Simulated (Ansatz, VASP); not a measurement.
**One calculation of Al, two programs**

```
Al
1.0
     2.82160    0.00000    0.00000
    -1.41080    2.44358    0.00000
     0.00000    0.00000    9.20272
Al
4
Direct
  0.00000 0.00000 0.00000
  0.33333 0.66667 0.25000
  0.00000 0.00000 0.50000
  0.66667 0.33333 0.75000
```

Alike in both runs: functional LDA; k mesh 18 × 18 × 5; no spin polarisation.

Ansatz relaxed the structure, and its values are those at the end. VASP's run is a single point on that final structure, the one shown.

```csv
,VASP,Ansatz
version,VASP 6.6.1,Ansatz 0.2.0
potentials or method,"VASP PAW LDA potentials, release 64 (Al)","plane waves, PAW"
plane-wave cutoff (eV),520,420
occupations,"fermi-dirac, width 0.1 eV",fermi-dirac
valence electrons in the cell,12,12
```

|  | VASP | Ansatz | Ansatz less VASP |
| --- | --- | --- | --- |
| pressure (GPa) | 0.1 | 0.0 | -0.08 |
